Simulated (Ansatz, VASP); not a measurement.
**One calculation of MgS, two programs**

```
Mg S
1.0
     4.29554    0.00000    0.00000
    -2.14777    3.72005    0.00000
     0.00000    0.00000    5.28509
Mg S
2 2
Direct
  0.33333 0.66667 0.25000
  0.66667 0.33333 0.75000
  0.66667 0.33333 0.25000
  0.33333 0.66667 0.75000
```

Alike in both runs: task single point; functional PBEsol; k mesh 6 × 6 × 2; no spin polarisation.

```csv
,VASP,Ansatz
version,VASP 6.6.1,Ansatz 0.2.0
potentials or method,"VASP PAW PBE potentials, release 64 (Mg, S)","plane waves, PAW"
plane-wave cutoff (eV),520,420
occupations,"gaussian, width 0.01 eV",fixed
valence electrons in the cell,16,32
```

|  | VASP | Ansatz | Ansatz less VASP |
| --- | --- | --- | --- |
| gap on the k mesh at the Fermi level (eV) | 2.84 | 2.84 | -0.001 |

The two sets of potentials don't hold the same shells in valence.

Caveats: the k mesh is coarse (spacing up to 0.59 Å⁻¹), so the values aren't converged. A k mesh can miss the band edges. Expect the measured gap to be larger: semilocal functionals such as PBEsol lack the derivative discontinuity.
